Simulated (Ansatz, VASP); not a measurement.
## Cd: VASP beside Ansatz

```xyz
2
Lattice="2.9789 0.0000 0.0000 -1.4894 2.5798 0.0000 0.0000 0.0000 5.6177" Properties=species:S:1:pos:R:3 pbc="T T T"
Cd    1.4894    0.8599    4.2132
Cd    0.0000    1.7199    1.4044
```

Alike in both runs: functional revPBE; k mesh 10 × 10 × 5; occupations fermi-dirac, width 0.1 eV; no spin polarisation.

```csv
,VASP,Ansatz
version,VASP 6.6.1,Ansatz 0.2.0
potentials or method,"VASP PAW PBE potentials, release 64 (Cd)",SSSP efficiency PAW
plane-wave cutoff (eV),520,1361
valence electrons in the cell,24,40
task,single point,electrostatic potential
```

VASP gave:

| Item | Value |
| --- | --- |
| gap on the k mesh at the Fermi level (eV) | none |
| pressure (GPa) | 5.2 |
| largest component of the traceless stress (GPa) | 1.62 |

Task: What did Ansatz give for the same quantities?

Result: gap on the k mesh at the Fermi level (eV): none; pressure (GPa): 4.8; largest component of the traceless stress (GPa): 1.46.

A gap of «none» marks a metal or a gap that the smearing closes. The two sets of potentials don't hold the same shells in valence.

Caveats: the PAW data sets were made with another functional, which shifts forces and pressure a little (VASP); the pressure holds a Pulay correction of +0.5 GPa for the finite cutoff (Ansatz).
